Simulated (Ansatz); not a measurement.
## Stress against strain in Be

```
CELL_PARAMETERS angstrom
-1.25312 1.25312 1.25312
1.25312 -1.25312 1.25312
1.25312 1.25312 -1.25312
ATOMIC_POSITIONS crystal
Be 0.00000 0.00000 0.00000
```

Structure from Materials Project entry mp-20 (possibly hypothetical), not relaxed further.

Method: DFT, PBE, all-electron LAPW, scalar-relativistic in Ansatz 0.2.0.

Numerical set-up: a Γ-centred 23×23×23 k mesh, Fermi–Dirac smearing of 0.03 eV, basis error target 0.25 meV/atom, no spin polarisation.

The strain is applied along the Cartesian axes of the cell as listed (γ is the engineering shear, twice εxy = εyz = εzx). Fractional coordinates are held (clamped ions).

σ is the change of stress from the unstrained cell, which is at -0.90 GPa; tension is positive, so slopes are stress–strain coefficients at that pressure. In a metal the k mesh adds noise.

Only quantities that a quadratic follows smoothly over the whole series are listed; rougher ones are left out.

| γ | σxy (GPa) |
| --- | --- |
| -0.0300 | -6.45 |
| -0.0100 | -2.04 |
| 0.0000 | 0.00 |
| 0.0100 | 1.96 |
| 0.0200 | 3.82 |
| 0.0300 | 5.60 |

(1) Fit the series and read off the stiffness at zero strain.

(2) One run, at γ = -0.0200, is withheld. Predict its row.

## Answers

(1) Least-squares fits y = p0 + p1 x + p2 x² to the rows give σxy (GPa): p1 = 201, p2 = -480. So C44 (clamped ions) = 201 GPa.

(2) The fits give -4.20; the run gave -4.25.
